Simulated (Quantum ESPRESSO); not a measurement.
PbSe (Clausthalite):

```
CELL_PARAMETERS angstrom
0.00000 3.06065 3.06065
3.06065 0.00000 3.06065
3.06065 3.06065 0.00000
ATOMIC_POSITIONS crystal
Pb 0.00000 0.00000 0.00000
Se 0.50000 0.50000 0.50000
```

Base run:

```yaml
Program: Quantum ESPRESSO 7.5
Functional: PBE
Potentials_or_basis: PseudoDojo 0.4.1 SR PBE standard
Cutoff: 1170 eV
Density_cutoff: 4680 eV
k_mesh: 8 × 8 × 8
Occupations: fermi-dirac, width 0.05 eV
Spin: no spin polarisation
```

Its results: band gap on the k mesh 0.30 eV, direct; pressure 2.4 GPa.

Question: The run is repeated on the same cell with these changes: functional from PBE to PBEsol; potentials or basis from PseudoDojo 0.4.1 SR PBE standard to PseudoDojo 0.4.1 SR PBEsol standard. What comes out?

Answer: Band gap on the k mesh 0.21 eV, direct; pressure -0.5 GPa.

Caveats: spin-orbit coupling is left out, which as a rule narrows the gap of such compounds by several tenths of an eV.

Not every run made on this cell is shown here.
